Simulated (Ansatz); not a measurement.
Start from Sb$_{2}$Te$_{3}$ in the Bi2Te3 type structure (space group R-3m, No. 166).

```
CELL_PARAMETERS angstrom
      2.13805     1.23440     9.94161
     -2.13805     1.23440     9.94161
      0.00000    -2.46881     9.94161
ATOMIC_POSITIONS crystal
  Sb 0.39906 0.39906 0.39906
  Sb 0.60094 0.60094 0.60094
  Te 0.00000 0.00000 0.00000
  Te 0.21017 0.21017 0.21017
  Te 0.78983 0.78983 0.78983
```

Cartesian axes are those of the cell as printed.

All numbers come from PBE-D3(BJ) (Ansatz, an electronic-structure program, PAW, no spin-orbit coupling).

Before the change:

- Shortest interatomic distance = 3.005 Å
- Pressure = 0.00 GPa

It is then changed as follows: the cell is compressed by 0.84 % along z with no lateral relaxation; the atoms relax in the strained cell.

Question: Predict the new shortest interatomic distance, pressure and largest internal atomic displacement.

Answer: The shortest interatomic distance decreases by 0.003 Å to 3.002 Å; the pressure (mean of the normal stresses, compression positive) goes from zero to 0.33 GPa; the largest internal atomic displacement is 0.017 Å.

Whether these cells are dynamically stable was not tested.
